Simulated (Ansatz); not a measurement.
Crystal: TiSe.

```
CELL_PARAMETERS angstrom
4.17836 0.00000 0.00000
0.00000 4.17836 0.00000
0.00000 0.00000 5.98442
ATOMIC_POSITIONS crystal
Se 0.00000 0.50000 0.76056
Se 0.50000 0.00000 0.23944
Ti 0.00000 0.00000 0.00000
Ti 0.50000 0.50000 0.00000
```

The cell comes from a database or a generator and needn't be the stable form of this composition.

A run of Ansatz 0.2.0 on this cell left the log below. Logs are shortened: lines on timing, memory, paths and dates and some standing lists are left out, and cuts for length are marked.

```text
Warning: the checks of this Se dataset prove no rule for summing its radial tables, as where they were carried onto another mesh than they were made on, and Gregory's rule is taken, under which a leading mesh point left out moves its sums only by what lay on the interval it spanned. That does not make them correct, and they differ from Quantum ESPRESSO's on this file; a re-export a fraction of a mesh step off can move them. hamiltonian.pseudopotentials.radial_quadrature: simpson_from_first_knot sums it by `pw.x`'s rule; on a PAW file no value gives `pw.x`'s numbers. What more to know: hamiltonian.pseudopotentials.radial_quadrature, in the input reference
Warning: the checks of this Ti dataset prove no rule for summing its radial tables, as where they were carried onto another mesh than they were made on, and Gregory's rule is taken, under which a leading mesh point left out moves its sums only by what lay on the interval it spanned. That does not make them correct, and they differ from Quantum ESPRESSO's on this file; a re-export a fraction of a mesh step off can move them. hamiltonian.pseudopotentials.radial_quadrature: simpson_from_first_knot sums it by `pw.x`'s rule; on a PAW file no value gives `pw.x`'s numbers. What more to know: hamiltonian.pseudopotentials.radial_quadrature, in the input reference
Warning: RAYON_NUM_THREADS=2 ignored (pool sized by the plan → 2); use --threads N
Engine: ansatz 0.2.0, x86_64-unknown-linux-gnu
Pseudopotentials: kind: paw
Pseudopotential: Se, paw, valence charge 6, recommended cutoff 270 eV (normal), Se.paw.azcp
Pseudopotential: Ti, paw, valence charge 12, recommended cutoff 1230 eV (normal), Ti.paw.azcp
Functional definition: PBEsol
  exchange = pbesol_x
  correlation = pbesol_c
Crystal: 4 atoms, lattice volume = 104.480 Å³
Basis set: ecut = 1230 eV, 10183 PW (Γ), exchange–correlation on 120×120×180 points (8 copies of the dense FFT grid, shifted against one another)
Bands: 22, of which v1, the nominal top of the filled ones, is band 18 counted from 1 (17 counted from 0)
Symmetry: 16 space group operations
Space group: P4/nmm (ITA 129), of the structure as read, at distance tolerance 4.7e-5 Å
k-points: 30 of 245
Non-local potential: Se, projectors of the file, l = 0: 2, l = 1: 2
Non-local potential: Ti, projectors of the file, l = 0: 2, l = 1: 2, l = 2: 2
PAW form: soft (Blöchl's): semilocal exchange-correlation on the pseudo side does not see the compensation charge
PAW frozen core: Ti, regenerated for the run's functional, and the local potential with it (the file was generated under x = pbe(κ = 0.804, μ = 0.2195149727645171), c = pbe(β = 0.06672455060314922))
[... 127 lines left out ...]
  E_xc         = -516.113534
  E_vxc        = -393.327659  (∫ρ·V_xc dr)
  E_paw        = -6374.007183  (= ΣΔE_a)
  E_vpaw       = -284.027256  (= ΣTr[D̂ρ^β])
  E_aug_tail   = -0.000000  (compensation charges beyond the density's cutoff)
  E_ewald      = -2181.843482
  E_core_change = 0.278646  (= ΣΔE_core)
  E_smearing   = -0.028286  (= −TS)
  E_closure    = 0.000000  (closes the sum)
  Σ components = -10012.705958   (vs F -10012.705958, Δ=0.00e0)
--- Forces (eV/Å), atoms counted from 1 ---
  atom   1  Se    -0.00000000     0.00000000     0.00071833
  atom   2  Se     0.00000000     0.00000000    -0.00071833
  atom   3  Ti     0.00000000     0.00000000    -0.00000000
  atom   4  Ti    -0.00000000     0.00000000     0.00000000
  max |Σ_I F_I| component: 1.08e-19 eV/Å
--- Stress (GPa, compression-positive) ---
       -0.012642      -0.000000      -0.000000
       -0.000000      -0.012642       0.000000
       -0.000000       0.000000      -0.010385
  P = ⅓ Tr σ = -0.0119 GPa (-0.119 kbar)
--- Band table (eV; the first three rows and the last of 30) ---
  k-point 0: bands = ["-48.4005", "-48.3176", "-24.9993", "-24.9005", "-24.8456", "-24.8456", "-24.5231", "-24.5231", "-5.7980", "-4.8543", "3.2238", "4.7198", "4.7198", "4.8447", "4.9671", "4.9671", "7.1357", "9.0726", "9.0819", "9.5368", "9.9905", "10.2797"]
  k-point 1: bands = ["-48.4005", "-48.3176", "-24.9994", "-24.9006", "-24.8456", "-24.8456", "-24.5231", "-24.5231", "-5.7126", "-4.9466", "3.2591", "4.5008", "4.5008", "4.6015", "5.2113", "5.2113", "7.1394", "8.8618", "9.1985", "9.7878", "10.3255", "10.3255"]
  k-point 2: bands = ["-48.4005", "-48.3176", "-24.9997", "-24.9007", "-24.8456", "-24.8456", "-24.5231", "-24.5231", "-5.4883", "-5.1825", "3.3945", "4.1537", "4.3220", "4.3220", "5.4310", "5.4310", "7.1456", "8.7977", "9.4175", "10.2175", "10.4393", "10.4393"]
  k-point 29: bands = ["-48.3602", "-48.3561", "-24.9486", "-24.9433", "-24.9092", "-24.8941", "-24.5048", "-24.4884", "-4.9567", "-4.9410", "3.4601", "3.5904", "4.3398", "4.4601", "5.1873", "5.2537", "7.8460", "7.9619", "8.2693", "8.2978", "9.5494", "9.6464"]
--- Relaxed structure (7 steps of the walk, 7 accepted, 1 SCFs on fresh bases) ---
  F+E_penalty+E_count = -10012.70595797 eV   max|allowed force component| = 7.183e-4 eV/Å   (the final SCF, on the basis selected at the relaxed cell)
  cell:  # Å, volume = 90.5653 Å³
    - [4.131074414288021, 5.873238168678739e-34, 0.0]
    - [9.29039492136455e-34, 4.131074414288021, 0.0]
    - [0.0, 0.0, 5.306837820161686]
  atoms:
    - { symbol: Se, position: [-1.7284873675112379e-35, 0.49999999999999994, 0.7325371519546929] }
    - { symbol: Se, position: [0.49999999999999994, -3.601015348981915e-37, 0.26746284804530707] }
    - { symbol: Ti, position: [1.7284873675112333e-35, -1.0295115178936058e-84, 1.4493656915435377e-19] }
    - { symbol: Ti, position: [0.49999999999999994, 0.49999999999999994, 1.4493656915435346e-19] }
```

**Question.** What input gives this log?

**Answer.** Relaxation of cell and atoms with PBEsol, no spin polarisation. The files as run (others can give the same):

input.yaml
```yaml
crystal:
  lattice:
    - [4.178357, 0.0, 0.0]
    - [0.0, 4.178357, 0.0]
    - [0.0, 0.0, 5.984423]
  atoms:
    - { symbol: Se, position: [0.0, 0.5, 0.760556] }
    - { symbol: Se, position: [0.5, 0.0, 0.239444] }
    - { symbol: Ti, position: [0.0, 0.0, 0.0] }
    - { symbol: Ti, position: [0.5, 0.5, 0.0] }
hamiltonian:
  xc: pbesol
  pseudopotentials: { kind: paw, source: jth, xc_functional: pbe }
kpoints:
  mp_grid: { grid: [7, 7, 5] }
scf:
  occupations: { method: fermi_dirac, width: 0.05 }
output:
  forces: true
  stress: true
  eigenvalues: true
  write_density: true
  write_potential: true
  elf: true
  volumetric_format: npy
relax:
  f_tol: 0.01
  max_steps: 40
  cell: { stress_tol: 0.05 }
```

Potentials or basis: JTH PAW.
Launch:
```sh
$ ansatz run input.yaml --threads 2 --pin off --max-ram 5632MiB --backend cpu --events-out ev --progress --plain --runs-dir out
```

Caveat: the plane-wave basis is chosen anew once the cell has moved, so the energies of steps on either side of that aren't comparable; this functional lacks dispersion, which binds the layers, so the pressure and a relaxed spacing across them are unreliable.
